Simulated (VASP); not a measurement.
# ZrS (Fm-3m) in VASP: notebook

One crystal, ZrS, is run at these levels: PBEsol; tasks: single point, relaxation of cell and atoms.

Program: VASP 6.6.1. These are calculated values, not measurements. Logs are shortened: lines on timing, memory, paths and dates and some standing lists are left out, and cuts for length are marked.

**1. Starting point**

The structure is cubic, space group Fm-3m (No. 225). The conventional cell has a = 5.229 Å, b = 5.229 Å, c = 5.229 Å, α = 90.00°, β = 90.00°, γ = 90.00°. Around Zr (site symmetry m-3m) lie 6 S at 2.61 Å. S (site symmetry m-3m) is surrounded by 6 Zr at 2.61 Å.

**2. Single point, PBEsol (relaxed again under DFT PBEsol, scalar-relativistic, plane waves, PAW)**

INCAR reads:

```
SYSTEM = ZrS
  PREC = Accurate
  ENCUT = 520
  EDIFF = 1E-6
  ISMEAR = 0
  SIGMA = 0.1
  LREAL = .False.
  LASPH = .True.
  NELM = 100
  ALGO = Normal
  ISIF = 2
  LWAVE = .False.
  LCHARG = .True.
  GGA = PS
  LELF = .True.
  LVHAR = .True.
  NBANDS = 16
```

KPOINTS reads:

```
regular mesh
0
Gamma
  14 14 14
  0 0 0
```

POSCAR reads:

```
ZrS
1.0
    0.0000000000      2.5830400816      2.5830400816
    2.5830400816      0.0000000000      2.5830400816
    2.5830400816      2.5830400816      0.0000000000
Zr S
1 1
Direct
    0.0000000000      0.0000000000      0.0000000000
    0.5000000000      0.5000000000      0.5000000000
```

Potentials or basis: VASP PAW PBE potentials, release 64 (Zr_sv, S).

Command:

```sh
$ cat potpaw_PBE.64/Zr_sv/POTCAR potpaw_PBE.64/S/POTCAR > POTCAR
$ mpirun -np 1 vasp_std > vasp.out
```

OUTCAR:

```text
SYSTEM = ZrS
   PREC = Accurate
   ENCUT = 520
   EDIFF = 1E-6
   ISMEAR = 0
   LREAL = .False.
   LASPH = .True.
   NELM = 100
   ISIF = 2
   GGA = PS

 ion  position               nearest neighbor table
   1  0.000  0.000  0.000-   2 2.58   2 2.58   2 2.58   2 2.58   2 2.58   2 2.58
   2  0.500  0.500  0.500-   1 2.58   1 2.58   1 2.58   1 2.58   1 2.58   1 2.58

  LATTYP: Found a face centered cubic cell.
 ALAT       =     5.1660801632

  Lattice vectors:

 A1 = (   0.0000000000,   2.5830400816,   2.5830400816)
 A2 = (   2.5830400816,   0.0000000000,   2.5830400816)
 A3 = (   2.5830400816,   2.5830400816,   0.0000000000)

Analysis of symmetry for initial positions (statically):
=====================================================================
 Subroutine PRICEL returns:
 Original cell was already a primitive cell.

 Routine SETGRP: Setting up the symmetry group for a
 face centered cubic supercell.

 Subroutine GETGRP returns: Found 48 space group operations
 (whereof 48 operations were pure point group operations)
 out of a pool of 48 trial point group operations.

The static configuration has the point symmetry O_h .

Analysis of symmetry for dynamics (positions and initial velocities):
=====================================================================
 Subroutine PRICEL returns:
 Original cell was already a primitive cell.

 Routine SETGRP: Setting up the symmetry group for a
 face centered cubic supercell.

 Subroutine GETGRP returns: Found 48 space group operations
 (whereof 48 operations were pure point group operations)
 out of a pool of 48 trial point group operations.

The dynamic configuration has the point symmetry O_h .

 Subroutine INISYM returns: Found 48 space group operations
 (whereof 48 operations are pure point group operations),
 and found     1 'primitive' translations

----------------------------------------------------------------------------------------

                                     Primitive cell

  volume of cell :      34.4686

  direct lattice vectors                    reciprocal lattice vectors
     0.000000000  2.583040082  2.583040082    -0.193570361  0.193570361  0.193570361
     2.583040082  0.000000000  2.583040082     0.193570361 -0.193570361  0.193570361
     2.583040082  2.583040082  0.000000000     0.193570361  0.193570361 -0.193570361

  length of vectors
     3.652970316  3.652970316  3.652970316     0.335273699  0.335273699  0.335273699

  position of ions in fractional coordinates (direct lattice)
     0.000000000  0.000000000  0.000000000
     0.500000000  0.500000000  0.500000000

  ion indices of the primitive-cell ions
   primitive index   ion index
                 1           1
                 2           2

----------------------------------------------------------------------------------------

 KPOINTS: regular mesh

Automatic generation of k-mesh.
 Grid dimensions read from file:
 generate k-points for:   14   14   14

 Generating k-lattice:

  Cartesian coordinates                     Fractional coordinates (reciprocal lattice)
    -0.013826454  0.013826454  0.013826454     0.071428571  0.000000000  0.000000000
     0.013826454 -0.013826454  0.013826454     0.000000000  0.071428571  0.000000000
     0.013826454  0.013826454 -0.013826454     0.000000000  0.000000000  0.071428571

  Length of vectors
     0.023948121  0.023948121  0.023948121

  Shift w.r.t. Gamma in fractional coordinates (k-lattice)
     0.000000000  0.000000000  0.000000000

 Subroutine IBZKPT returns following result:
 ===========================================

 Found    104 irreducible k-points:

 Following reciprocal coordinates:
            Coordinates               Weight
  0.000000  0.000000  0.000000      1.000000
  0.071429  0.000000  0.000000      8.000000
  0.142857  0.000000  0.000000      8.000000
  0.214286  0.000000  0.000000      8.000000
  0.285714  0.000000  0.000000      8.000000
  0.357143  0.000000  0.000000      8.000000
[... 16 lines left out ...]
  0.214286  0.142857  0.000000     24.000000
  0.285714  0.142857  0.000000     24.000000
 [... further k-points ...]
   k-points           NKPTS =    104   k-points in BZ     NKDIM =    104   number of bands    NBANDS=     16
   number of dos      NEDOS =    301   number of ions     NIONS =      2
   total plane-waves  NPLWV =  21952
   dimension x,y,z NGX =    28 NGY =   28 NGZ =   28
   dimension x,y,z NGXF=    56 NGYF=   56 NGZF=   56
   ions per type =               1   1
   NGX,Y,Z   is equivalent  to a cutoff of  12.74, 12.74, 12.74 a.u.
   NGXF,Y,Z  is equivalent  to a cutoff of  25.49, 25.49, 25.49 a.u.
 SYSTEM =  ZrS
   PREC   = accura    normal or accurate (medium, high low for compatibility)
   ISTART =      0    job   : 0-new  1-cont  2-samecut
   ICHARG =      2    charge: 1-file 2-atom 10-const
   ISPIN  =      1    spin polarized calculation?
   LNONCOLLINEAR =      F non collinear calculations
   LSORBIT =      F    spin-orbit coupling
   LASPH  =      T    aspherical Exc in radial PAW
   ENCUT  =  520.0 eV  38.22 Ry    6.18 a.u.   6.79  6.79  6.79*2*pi/ulx,y,z
   NELM   =    100;   NELMIN=  2; NELMDL= -5     # of ELM steps
   EDIFF  = 0.1E-05   stopping-criterion for ELM
   LREAL  =      F    real-space projection
   EDIFFG = 0.1E-04   stopping-criterion for IOM
   NSW    =      0    number of steps for IOM
   IBRION =     -1    ionic relax: 0-MD 1-quasi-New 2-CG
   NFREE  =      0    steps in history (QN), initial steepest desc. (CG)
   ISIF   =      2    stress and relaxation
   ISYM   =      2    0-nonsym 1-usesym 2-fastsym
   POTIM  = 0.5000    time-step for ionic-motion
   TEBEG  =    0.0;   TEEND  =   0.0 temperature during run
   PSTRESS=    0.0 pullay stress
   NELECT =      18.0000    total number of electrons
   NUPDOWN=      -1.0000    fix difference up-down
   EMIN   =  10.00;   EMAX   =-10.00  energy-range for DOS
   EFERMI =   0.00;   METHOD = LEGACY
   ISMEAR =     0;   SIGMA  =   0.10  broadening in eV -4-tet -1-fermi 0-gaus
   EFERMI_NEDOS =   21; number of points for ismear=-14 and -15
   IALGO  =     38    algorithm
   IMIX   =      4    mixing-type and parameters
     AMIX     =   0.40;   BMIX     =  1.00
     AMIX_MAG =   1.60;   BMIX_MAG =  1.00
  volume/ion in A,a.u.               =      17.23       116.30
  Fermi-wavevector in a.u.,A,eV,Ry     =   1.318331  2.491285 23.646886  1.737997
  Thomas-Fermi vector in A             =   2.448309
   LORBIT       =      0    0 simple, 1 ext, 2 COOP (PROOUT), +10 PAW based schemes
   GGA     = PS    functional components
   LHFCALC =     F    Hartree Fock is set to
   AEXX    =    0.0000 exact exchange contribution
   IVDW    =     0    specifies the selected vdW correction
   LEPSILON=     F    determine dielectric tensor
   LRPA    =     F    only Hartree local field effects (RPA)
 non-spin polarized calculation
 Gauss-broadening in eV      SIGMA  =   0.10
  energy-cutoff  :      520.00
  volume of cell :       34.47
 maximum number of plane-waves:       944
   NGX = 13   NGY = 13   NGZ = 13

 number of electron      17.9999999 magnetization

 Free energy of the ion-electron system (eV)
  ---------------------------------------------------
  ext. energy  EPLUGINS =         0.00000000
  ---------------------------------------------------
  free energy    TOTEN  =       -16.51252493 eV

  energy without entropy =      -16.50529134  energy(sigma->0) =      -16.50890813

 E-fermi :  11.2183     XC(G=0): -11.6940

 val. band max:       11.2111903005   @ k =   0.2857   0.2143   0.0714
 cond. band min:      11.2344450146   @ k =   0.2857   0.0000   0.0000
 fundamental gap:      0.0232547141
 Fermi energy:        11.2183328250

 k-point     1 :       0.0000    0.0000    0.0000
  band No.  band energies     occupation
      1     -38.5659      2.00000
      2     -16.5653      2.00000
      3     -16.5653      2.00000
      4     -16.5653      2.00000
      5      -4.8281      2.00000
      6       7.6915      2.00000
[... 8 lines left out ...]
     15      18.3438      0.00000
     16      24.0244      0.00000

 k-point     2 :       0.0714    0.0000    0.0000
  band No.  band energies     occupation
      1     -38.5642      2.00000
      2     -16.5877      2.00000
      3     -16.5672      2.00000
      4     -16.5672      2.00000
      5      -4.7555      2.00000
      6       7.2619      2.00000
[... 8 lines left out ...]
     15      18.5820      0.00000
     16      23.5281      0.00000

 k-point     3 :       0.1429    0.0000    0.0000
  band No.  band energies     occupation
      1     -38.5596      2.00000
      2     -16.6497      2.00000
      3     -16.5723      2.00000
      4     -16.5723      2.00000
      5      -4.5473      2.00000
      6       6.3581      2.00000
[... 8 lines left out ...]
     15      19.1731      0.00000
     16      22.5662      0.00000

 k-point     4 :       0.2143    0.0000    0.0000
  band No.  band energies     occupation
      1     -38.5528      2.00000
      2     -16.7375      2.00000
      3     -16.5797      2.00000
      4     -16.5797      2.00000
      5      -4.2316      2.00000
      6       5.3596      2.00000
[... 8 lines left out ...]
     15      19.5563      0.00000
     16      21.6983      0.00000
[... 324 lines left out ...]
 k-point    22 :       0.1429    0.1429    0.0000
  band No.  band energies     occupation
      1     -38.5575      2.00000
      2     -16.6439      2.00000
      3     -16.5902      2.00000
      4     -16.5902      2.00000
      5      -4.4861      2.00000
      6       5.6569      2.00000
[... 8 lines left out ...]
     15      19.5099      0.00000
     16      22.1115      0.00000

 k-point    23 :       0.2143    0.1429    0.0000
  band No.  band energies     occupation
      1     -38.5525      2.00000
      2     -16.6988      2.00000
      3     -16.6020      2.00000
      4     -16.5976      2.00000
      5      -4.2905      2.00000
      6       5.0946      2.00000
[... 8 lines left out ...]
     15      20.0004      0.00000
     16      21.2817      0.00000

 k-point    24 :       0.2857    0.1429    0.0000
  band No.  band energies     occupation
      1     -38.5460      2.00000
      2     -16.7752      2.00000
      3     -16.6126      2.00000
      4     -16.6056      2.00000
      5      -4.0200      2.00000
      6       4.5664      2.00000
[... 8 lines left out ...]
     15      19.6994      0.00000
     16      20.4302      0.00000

 [... further k-points ...]
[... 5 lines left out ...]
  --------------------------------------------------------------------------------------
  -------------------------------------------------------------------------------------
  Total        0.0516732      0.0516732      0.0516732      0.0000000      0.0000000      0.0000000
  in kB        2.4018859      2.4018859      2.4018859      0.0000000      0.0000000      0.0000000
  external PRESSURE =       2.4018859 kB  Pullay stress =       0.0000000 kB

 VOLUME and BASIS-vectors are now :
 -----------------------------------------------------------------------------
  energy-cutoff  :      520.00
  volume of cell :       34.47
      direct lattice vectors                 reciprocal lattice vectors
     0.000000000  2.583040082  2.583040082    -0.193570361  0.193570361  0.193570361
     2.583040082  0.000000000  2.583040082     0.193570361 -0.193570361  0.193570361
     2.583040082  2.583040082  0.000000000     0.193570361  0.193570361 -0.193570361

 POSITION                                       TOTAL-FORCE (eV/Angst)
 -----------------------------------------------------------------------------------
      0.00000      0.00000      0.00000         0.000000      0.000000      0.000000
      2.58304      2.58304      2.58304        -0.000000      0.000000     -0.000000
 -----------------------------------------------------------------------------------
    total drift:                                0.000000      0.000000      0.000000

  FREE ENERGIE OF THE ION-ELECTRON SYSTEM (eV)
  ---------------------------------------------------
  free  energy   TOTEN  =       -16.5125249296 eV

  energy  without entropy=      -16.5052913363  energy(sigma->0) =      -16.50890813
```

It took 44 s on 1 thread of AMD EPYC 7R13 (Zen 3), shared host; peak memory 0.16 GiB.

Results:

| Item | Value |
| --- | --- |
| Free energy | -16.5125 eV |
| Pressure | 0.2 GPa |
| Band gap on the k mesh | none (metal or under the smearing width) |

Levels at points of the mesh, in eV from the Fermi level:
| k point | band 5 | band 6 | band 7 | band 8 | band 9 | band 10 | band 11 | band 12 | band 13 | band 14 |
| --- | --- | --- | --- | --- | --- | --- | --- | --- | --- | --- |
| (0.00, 0.00, 0.00) | -16.05 | -3.53 | -3.53 | -3.53 | -1.48 | -1.48 | -1.48 | -0.75 | -0.75 | 2.20 |
| (0.50, 0.00, 0.00) | -14.30 | -8.28 | -6.16 | -6.16 | 1.57 | 1.57 | 1.91 | 1.94 | 5.93 | 5.93 |
| (0.50, 0.50, 0.00) | -15.16 | -6.34 | -4.49 | -4.49 | -3.70 | 0.53 | 2.55 | 2.55 | 3.00 | 3.65 |

Caveat: the PAW data sets were made with another functional, which shifts forces and pressure a little.

(Part 1 of 2 ends here.)
